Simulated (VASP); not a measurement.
Set up this calculation in VASP 6.6.1, as the native input.

* Task: band structure
* Functional: PBE
* Potentials or basis: VASP PAW PBE potentials, release 64 (Al, O)
* Cutoff: 520 eV
* k mesh: 6 × 3 × 9
* Occupations: fermi-dirac, width 0.05 eV
* Spin: no spin polarisation
* Further INCAR settings: ALGO = Normal; EDIFF = 1e-06

The structure of Al2O3 lies in POSCAR:

```
Al2O3
1.0
    4.6137770000      0.0000000000      0.0000000000
    0.0000000000      9.5632790000      0.0000000000
    0.0000000000      0.0000000000      3.1198620000
Al O
4 6
Direct
    0.9829750000      0.8245730000      0.0000000000
    0.0170250000      0.1754270000      0.0000000000
    0.4829750000      0.6754270000      0.5000000000
    0.5170250000      0.3245730000      0.5000000000
    0.5000000000      0.5000000000      0.5000000000
    0.1236350000      0.7530500000      0.5000000000
    0.3763650000      0.2530500000      0.0000000000
    0.6236350000      0.7469500000      0.0000000000
    0.0000000000      0.0000000000      0.0000000000
    0.8763650000      0.2469500000      0.5000000000
```

Measurements of this composition are mostly on another form, of space group No. 167.

These files were run (other wordings do the same):

INCAR

```
ALGO = Normal
EDIFF = 1E-6
ENCUT = 520
GGA = PE
ISIF = 2
ISMEAR = -1
LASPH = True
LCHARG = False
LREAL = False
LWAVE = False
NELM = 80
PREC = Accurate
SIGMA = 0.05
```

KPOINTS

```
k-points
0
Gamma
  6 3 9
```

KPOINTS_OPT

```
path GXSYGZURTZ,YT,UX,SR
15
line-mode
reciprocal
 0.0000000000  0.0000000000  0.0000000000  G
 0.0000000000  0.0000000000  0.5000000000  X

 0.0000000000  0.0000000000  0.5000000000  X
 0.5000000000  0.0000000000  0.5000000000  S

 0.5000000000  0.0000000000  0.5000000000  S
 0.5000000000  0.0000000000  0.0000000000  Y

 0.5000000000  0.0000000000  0.0000000000  Y
 0.0000000000  0.0000000000  0.0000000000  G

 0.0000000000  0.0000000000  0.0000000000  G
 0.0000000000  0.5000000000  0.0000000000  Z

 0.0000000000  0.5000000000  0.0000000000  Z
 0.0000000000  0.5000000000  0.5000000000  U

 0.0000000000  0.5000000000  0.5000000000  U
 0.5000000000  0.5000000000  0.5000000000  R

 0.5000000000  0.5000000000  0.5000000000  R
 0.5000000000  0.5000000000  0.0000000000  T

 0.5000000000  0.5000000000  0.0000000000  T
 0.0000000000  0.5000000000  0.0000000000  Z

 0.5000000000  0.0000000000  0.0000000000  Y
 0.5000000000  0.5000000000  0.0000000000  T

 0.0000000000  0.5000000000  0.5000000000  U
 0.0000000000  0.0000000000  0.5000000000  X

 0.5000000000  0.0000000000  0.5000000000  S
 0.5000000000  0.5000000000  0.5000000000  R
```

Potentials or basis: VASP PAW PBE potentials, release 64 (Al, O).

The run is started by

```bash
$ cat potpaw_PBE.64/Al/POTCAR potpaw_PBE.64/O/POTCAR > POTCAR
$ mpirun -np 1 vasp_std > vasp.out
```

Results of the run:

* Pressure: -0.1 GPa
* Largest force: 0.191 eV/Å
* Band gap on the k mesh: 3.51 eV, direct
* Band gap along the path: 3.51 eV, direct

Run time: 7.6 min on 1 thread of Intel(R) Xeon(R) Platinum 8259CL CPU @ 2.50GHz (Skylake/Cascade Lake) (shared host), peak memory 0.38 GiB.
